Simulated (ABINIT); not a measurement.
Planning a run of ABINIT 10.8.3 on BeTe (F-43m). The input:

```
acell 3*1.0 Angstrom
rprim 
  -0.000000000000 2.831458787600 2.831458787600
  2.831458787600 0.000000000000 2.831458787600
  2.831458787600 2.831458787600 0.000000000000
ntypat 2
znucl 4 52
natom 2
typat 1 2
xred 
  0.000000000000 0.000000000000 0.000000000000
  0.750000000000 0.750000000000 0.750000000000
pp_dirpath "pseudos"
pseudos "Be.upf, Te.upf"
ecut 49
ngkpt 4 4 4
nshiftk 1
shiftk 0 0 0
kptopt 1
chksymbreak 0
istwfk *1
occopt 1
irdwfk 1
optdriver 4
nband 74
gwcalctyp 0
ecutsigx 49
symsigma 0
nkptgw 2
kptgw 
  0.0000000000 0.0000000000 0.0000000000
  0.5000000000 0.5000000000 0.0000000000
bdgw 
  12 17
  13 16
ecuteps 5
irdscr 1
ppmodel 1
indata_prefix "in"
outdata_prefix "out"
tmpdata_prefix "tmp"
```

```sh
OMP_NUM_THREADS=1 mpirun -n 8 abinit run.abi > log
```

Q: Estimate wall time and host memory on 8 MPI ranks of Arm Neoverse V1, shared host.

It took 16 s; on shared hardware allow 7.8 s to 31 s. Peak host memory was 1.4 GiB.

[Paths, hosts, dates, memory and timing lines, banners, echoed tables and standing remarks are left out of the program output.]

[Logs are printed without paths, hosts, clocks, repeated set-up lines and the standing remarks that a program may print on its own settings, such as how far it seeks lower states.]

[Runs of the session that timed out or met a known fault of the program may be left out.]

[Hosts, paths, dates, database ids (printed as entryN), source tags and the programs' standing remarks are cut or masked in the printed files.]

[G0W0 gaps are taken among the corrected bands and points alone; a level outside them can change the order at an edge.]

[Where Ansatz stands beside ABINIT at settings called matched, ABINIT's density can come from a denser mesh and the files from another edition; pairs whose starting gaps differed by over 0.03 eV were left out, so agreement reads better than it is.]
